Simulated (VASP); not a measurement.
# Al2BH (P-3m1) in VASP: notebook, part 2 of 2

VASP 6.6.1. Earlier steps stand in the parts before.

### Step 3. Relaxation of cell and atoms, PBE (random cell by space group and Wyckoff sites (P-3m1, No. 164))

INCAR

```
  PREC = Accurate
  ENCUT = 600
  EDIFF = 1E-6
  ISMEAR = 0
  SIGMA = 0.1
  LREAL = False
  LASPH = True
  NELM = 60
  ALGO = Fast
  ISIF = 3
  LWAVE = False
  LCHARG = False
  GGA = PE
  IBRION = 2
  NSW = 100
  EDIFFG = -0.01
```

KPOINTS

```
Automatic mesh
0
Gamma
  15 15 16
```

POSCAR

```
Al2BH
1.0
    4.0243388555      0.0000000000      0.0000000000
   -2.0121694278      3.4851796823      0.0000000000
    0.0000000000      0.0000000000      3.0290312967
Al B H
2 1 1
Direct
    0.3333333333      0.6666666667      0.7876960343
    0.6666666667      0.3333333333      0.2123039657
    0.0000000000      0.0000000000      0.0000000000
    0.0000000000      0.0000000000      0.5000000000
```

Potentials or basis: VASP PAW PBE potentials, release 64 (Al, B, H).

Launch:

```
$ cat potpaw_PBE.64/Al/POTCAR potpaw_PBE.64/B/POTCAR potpaw_PBE.64/H/POTCAR > POTCAR
$ mpirun -np 1 vasp_std > vasp.out
```

OUTCAR:

```text
PREC = Accurate
   ENCUT = 600
   EDIFF = 1E-6
   ISMEAR = 0
   LREAL = False
   LASPH = True
   NELM = 60
   ISIF = 3
   GGA = PE
   IBRION = 2
   NSW = 100
   EDIFFG = -0.01

 ion  position               nearest neighbor table
   1  0.333  0.667  0.788-   3 2.41   3 2.41   3 2.41   2 2.66   2 2.66   2 2.66   2 2.90   2 2.90
                             2 2.90
   2  0.667  0.333  0.212-   3 2.41   3 2.41   3 2.41   1 2.66   1 2.66   1 2.66   1 2.90   1 2.90
                             1 2.90
   3  0.000  0.000  0.000-   4 1.51   4 1.51   1 2.41   2 2.41   2 2.41   1 2.41   2 2.41   1 2.41

   4  0.000  0.000  0.500-   3 1.51   3 1.51

  LATTYP: Found a hexagonal cell.
 ALAT       =     4.0243388555
 C/A-ratio  =     0.7526779939

  Lattice vectors:

 A1 = (   4.0243388555,   0.0000000000,   0.0000000000)
 A2 = (  -2.0121694278,   3.4851796823,   0.0000000000)
 A3 = (   0.0000000000,   0.0000000000,   3.0290312967)

Analysis of symmetry for initial positions (statically):
=====================================================================
 Subroutine PRICEL returns:
 Original cell was already a primitive cell.

 Routine SETGRP: Setting up the symmetry group for a
 hexagonal supercell.
[... 181 lines left out ...]
  -------------------------------------------------------------------------------------
  Total        0.4208811      0.4208811     -0.7916547     -0.0000000      0.0000000     -0.0000000
  in kB       15.8725436     15.8725436    -29.8554023     -0.0000000      0.0000000     -0.0000000
  external PRESSURE =       0.6298950 kB  Pullay stress =       0.0000000 kB
[... 215 lines left out ...]
--------------------------------------- Ionic step        7  -------------------------------------------

 number of electron      10.0000000 magnetization

 Free energy of the ion-electron system (eV)
  ---------------------------------------------------
  ext. energy  EPLUGINS =         0.00000000
  ---------------------------------------------------
  free energy    TOTEN  =       -15.63975300 eV

  energy without entropy =      -15.63449397  energy(sigma->0) =      -15.63712348

 E-fermi :   7.4743     XC(G=0): -10.5970

 val. band max:        7.4703698685   @ k =   0.0000   0.0000   0.1875
 cond. band min:       7.4749385523   @ k =   0.2667   0.1333   0.3125
 fundamental gap:      0.0045686838
 Fermi energy:         7.4742761958

 k-point     1 :       0.0000    0.0000    0.0000
  band No.  band energies     occupation
      1      -5.2784      2.00000
      2       4.0481      2.00000
      3       5.0220      2.00000
      4       5.0220      2.00000
      5       6.9453      2.00000
      6       6.9453      2.00000
      7       8.7436      0.00000
      8       9.3001      0.00000
      9      10.5170      0.00000
[... 265 lines left out ...]
 k-point    24 :       0.4000    0.2000    0.0000
  band No.  band energies     occupation
      1      -3.2573      2.00000
      2      -1.0359      2.00000
      3       0.7488      2.00000
      4       6.8266      2.00000
      5       9.7455      0.00000
      6      10.2317      0.00000
      7      10.6876      0.00000
      8      12.7199      0.00000
      9      14.6727      0.00000

 [... further k-points ...]
[... 5 lines left out ...]
  --------------------------------------------------------------------------------------
  -------------------------------------------------------------------------------------
  Total        0.0194921      0.0194921      0.0003913     -0.0000000      0.0000000      0.0000000
  in kB        0.7329013      0.7329013      0.0147118     -0.0000000      0.0000000      0.0000000
  external PRESSURE =       0.4935048 kB  Pullay stress =       0.0000000 kB
[... 19 lines left out ...]
  FREE ENERGIE OF THE ION-ELECTRON SYSTEM (eV)
  ---------------------------------------------------
  free  energy   TOTEN  =       -15.6397529953 eV

  energy  without entropy=      -15.6344939747  energy(sigma->0) =      -15.63712348

 reached required accuracy - stopping structural energy minimisation
```

It took 4.5 min on 1 thread of Intel Xeon Platinum 8375C at 2.90GHz (Ice Lake), shared host; peak memory 0.3 GiB.

Results:

- Free energy: -15.6398 eV
- Relaxed volume: 10.65 Å³/atom
- Relaxed cell: a = 4.074 Å, b = 4.074 Å, c = 2.965 Å, α = 90.00°, β = 90.00°, γ = 120.00°
- Space group after relaxing (to 0.05 Å): P-3m1 (No. 164)
- Energy gained by relaxing: 3.5 meV/atom
- Ionic steps: 7
- Pressure after relaxing: 0.0 GPa
- Band gap on the k mesh: none (metal or under the smearing width)

Step by step:
| step | energy change (eV) | largest force (eV/Å) | pressure (GPa) | volume (Å³) |
| --- | --- | --- | --- | --- |
| 1 | 0.0000 | 0.0010 | 0.06 | 42.48 |
| 2 | -0.0094 | 0.0413 | 0.04 | 42.51 |
| 3 | -0.0124 | 0.0715 | 0.04 | 42.52 |
| 4 | -0.0127 | 0.0814 | 0.05 | 42.52 |
| 5 | -0.0127 | 0.0836 | 0.06 | 42.52 |
| 6 | -0.0134 | 0.0548 | 0.05 | 42.55 |
| 7 | -0.0140 | 0.0008 | 0.05 | 42.61 |

Final structure:
```
Al B H
1.0
     4.07383    0.00000    0.00000
    -2.03691    3.52804    0.00000
     0.00000    0.00000    2.96475
Al B H
2 1 1
Direct
  0.33333 0.66667 0.79254
  0.66667 0.33333 0.20746
  0.00000 0.00000 0.00000
  0.00000 0.00000 0.50000
```

Levels at points of the mesh, in eV from the Fermi level:
```tsv
k point	band 2	band 3	band 4	band 5	band 6	band 7	band 8	band 9
(0.00, 0.00, 0.00)	-3.43	-2.45	-2.45	-0.53	-0.53	1.27	1.83	3.04
(0.00, 0.00, 0.50)	-8.91	-1.18	-0.59	-0.59	1.90	2.56	2.56	4.18
```

### Step 4. Single point, PBE (random cell by space group and Wyckoff sites (P-3m1, No. 164))

INCAR

```
SYSTEM = Al2BH
ALGO = Normal ; EDIFF = 1E-6
ENCUT = 520 ; GGA = PE
ISIF = 2 ; ISMEAR = 0
LASPH = .TRUE. ; LCHARG = .FALSE.
LREAL = .FALSE. ; LWAVE = .FALSE.
NBANDS = 13 ; NELM = 80
PREC = Accurate ; SIGMA = 0.1
```

KPOINTS

```
k-points
0
G
  6 6 6
  0 0 0
```

POSCAR

```
Al2BH
1.0
    4.2349757000      0.0000000000      0.0000000000
   -2.1174878500      3.6675965400      0.0000000000
    0.0000000000      0.0000000000      3.1300672400
Al B H
2 1 1
Direct
    0.3333333300      0.6666666700      0.5967895300
    0.6666666700      0.3333333300      0.4032104700
    0.0000000000      0.0000000000      0.0000000000
    0.0000000000      0.0000000000      0.5000000000
```

Launch:

```
$ cat potpaw_PBE.64/Al/POTCAR potpaw_PBE.64/B/POTCAR potpaw_PBE.64/H/POTCAR > POTCAR
$ mpirun -np 1 vasp_std > vasp.out
```

It took 15 s on 1 thread of Intel Xeon Platinum 8375C at 2.90GHz (Ice Lake), shared host; peak memory 0.14 GiB.

It converged, with:

* Free energy: -14.1052 eV
* Pressure: -2.3 GPa
* Largest force: 1.339 eV/Å
* Band gap on the k mesh: none (metal or under the smearing width)

Forces in eV/Å, atoms in the order of the input:
```
Al   0.000  0.000  1.339
Al   0.000  0.000 -1.339
B    0.000  0.000  0.000
H    0.000  0.000  0.000
```

Stress tensor (GPa, compression positive):
```
  1.95   0.00   0.00
  0.00   1.95   0.00
  0.00   0.00 -10.72
```

Levels at points of the mesh, in eV from the Fermi level:
```csv
k point,band 3,band 4,band 5,band 6,band 7,band 8
"(0.00, 0.00, 0.00)",-1.44,-1.44,-0.33,-0.33,1.23,1.59
"(0.50, 0.00, 0.00)",-3.40,-3.28,1.96,4.27,4.34,4.58
"(0.00, 0.00, 0.50)",-1.42,0.91,0.91,1.62,1.88,1.88
"(0.50, 0.00, 0.50)",-4.49,-3.87,-0.66,-0.18,0.09,1.09
```

Caveat: forces of over 1 eV/Å show positions far from the minimum, so gaps and moduli don't describe the material at rest.

### Step 5. The runs side by side

| task | cell | k mesh | cutoff (eV) | gap on the mesh (eV) | pressure (GPa) |
| --- | --- | --- | --- | --- | --- |
| single point | random cell by space group and Wyckoff sites (P-3m1, No. 164) | 15 × 15 × 16 | 520 | none | -0.1 |
| relaxation of cell and atoms | relaxed from: random cell by space group and Wyckoff sites (P-3m1, No. 164) | 15 × 15 × 16 | 600 | none | 0.0 |
| single point | random cell by space group and Wyckoff sites (P-3m1, No. 164) | 6 × 6 × 6 | 520 | none | -2.3 |

Alike in all rows: level PBE; potentials or basis VASP PAW PBE potentials, release 64 (Al, B, H); no spin polarisation; smearing gaussian 0.1 eV.

Caveats: forces of over 1 eV/Å show positions far from the minimum, so gaps and moduli don't describe the material at rest (some runs).

Absolute energies hang on the potentials; compare differences alone.
